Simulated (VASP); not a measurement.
A run of VASP 6.6.1:

The input INCAR:

```
ALGO = Normal ; EDIFF = 1E-7
ENCUT = 520 ; GGA = PE
ISIF = 2 ; ISMEAR = -1
ISPIN = 2 ; LASPH = T
LCHARG = T ; LELF = T
LMAXMIX = 4 ; LORBIT = 11
LREAL = F ; LVHAR = T
LWAVE = F ; MAGMOM = 1
NBANDS = 15 ; NELM = 150
PREC = Accurate ; SIGMA = 0.05
```

The input KPOINTS:

```
k-points
0
Gamma
  16 16 16
```

File POSCAR:

```
Pt
1.0
   -1.6028673662      1.6028673662      1.6028673662
    1.6028673662     -1.6028673662      1.6028673662
    1.6028673662      1.6028673662     -1.6028673662
Pt
1
Direct
    0.0000000000      0.0000000000      0.0000000000
```

Potentials or basis: VASP PAW PBE potentials, release 64 (Pt).

Launch:

```console
$ cat potpaw_PBE.64/Pt/POTCAR > POTCAR
$ mpirun -np 1 vasp_std > vasp.out
```

Hardware: 1 thread of Intel(R) Xeon(R) Platinum 8559C (Emerald Rapids) (shared host).

How long does it take, and how much memory?

Wall time 35 s on 1 thread of Intel(R) Xeon(R) Platinum 8559C (Emerald Rapids), with other jobs on the host, peak memory 0.19 GiB. Counts: scf iterations 13, k points 145.
